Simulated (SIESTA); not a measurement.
Runs of SIESTA 5.4.2 on Bi. Symmetry: C2/m, No. 12, monoclinic system. Conventional cell: a = 6.977 Å, b = 6.265 Å, c = 3.359 Å, α = 90.00°, β = 112.04°, γ = 90.00°. Around Bi (site symmetry m) lie 6 Bi at 3.21 to 3.45 Å. This isn't the form of Bi at room conditions, which is rhombohedral.

```csv
level,gap on the mesh (eV),pressure (GPa),relaxed volume (Å³/atom),largest force (eV/Å)
vdW-DF-cx,none,0.0,33.13,0.01
vdW-DF-C09,none,0.0,32.94,0.02
vdW-DF,none,0.1,(b),-
optB88-vdW,none,0.0,(a),0.01
PBE,none,0.0,34.45,0.01
```

Alike in all rows: task relaxation of cell and atoms; potentials or basis PseudoDojo 0.4 standard (PBE files), DZP (energy shift 0.003 Ry; two zetas on semicore shells); no spin polarisation; cell relaxed; k mesh 6 × 6 × 9; smearing fermi-dirac 0.05 eV; grid cutoff 500 Ry; energy shift 0.003 Ry.

Q: Estimate the missing entries.

A: (a) 34.61; (b) 36.73.

Caveats: spin-orbit coupling is left out, which moves the levels of the heavy elements; the basis of atomic orbitals isn't converged, which shifts pressures, moduli and gaps; the potentials were made for another functional, which shifts forces and pressure (some runs).

A k mesh can miss the band edges, and the runs leave out spin-orbit coupling on Bi.

A gap of «none» marks a metal or a gap under the smearing width.
